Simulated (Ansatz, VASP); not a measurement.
This is a calculation of ZrB2 for Ansatz 0.2.0.

Contents of input.yaml:

```yaml
crystal:
  lattice:
    - [3.17, 0.0, 0.0]
    - [-1.585, 2.74530053, 0.0]
    - [0.0, 0.0, 3.533]
  atoms:
    - { symbol: Zr, position: [0.0, 0.0, 0.0] }
    - { symbol: B, position: [0.6666666667, 0.3333333333, 0.5] }
    - { symbol: B, position: [0.3333333333, 0.6666666667, 0.5] }
hamiltonian:
  xc: pbe
  pseudopotentials: { kind: paw }
kpoints:
  mp_grid: { grid: [10, 10, 8] }
scf:
  occupations: { method: fermi_dirac, width: 0.05 }
output:
  forces: true
  stress: true
  eigenvalues: true
```

Potentials or basis: Ansatz PAW.

Run with:

```sh
$ ansatz run input.yaml --threads 1 --pin off --max-ram 3584MiB --backend cpu --events-out ev --progress --plain --runs-dir out
```

Task: Translate it to VASP 6.6.1. Potentials there: VASP PAW PBE potentials, release 64 (Zr_sv, B).

Result: As run (the cutoff follows the program's own potentials):

INCAR

```
SYSTEM = ZrB2
ALGO = Normal
EDIFF = 1E-7
ENCUT = 520
GGA = PE
ISIF = 2
ISMEAR = -1
LASPH = .True.
LCHARG = .True.
LELF = .True.
LREAL = .False.
LVHAR = .True.
LWAVE = .False.
NBANDS = 16
NELM = 80
PREC = Accurate
SIGMA = 0.05
```

The input KPOINTS:

```
k-points
0
Gamma
  10 10 8
  0 0 0
```

Contents of POSCAR:

```
ZrB2
1.0
    3.1700000000      0.0000000000      0.0000000000
   -1.5850000000      2.7453005300      0.0000000000
    0.0000000000      0.0000000000      3.5330000000
Zr B
1 2
Direct
    0.0000000000      0.0000000000      0.0000000000
    0.6666666667      0.3333333333      0.5000000000
    0.3333333333      0.6666666667      0.5000000000
```

Potentials or basis: VASP PAW PBE potentials, release 64 (Zr_sv, B).

Run with:

```bash
$ cat potpaw_PBE.64/Zr_sv/POTCAR potpaw_PBE.64/B/POTCAR > POTCAR
$ mpirun -np 1 vasp_std > vasp.out
```

Both were run:

|  | VASP | Ansatz | Ansatz less VASP |
| --- | --- | --- | --- |
| gap on the k mesh at the Fermi level (eV) | none | none | - |
| pressure (GPa) | 0.9 | 0.8 | -0.14 |
| largest component of the traceless stress (GPa) | 0.78 | 0.74 | -0.040 |

A gap of «none» marks a metal or a gap that the smearing closes. With one functional, cell and mesh, what is left measures potentials, basis and numerics.
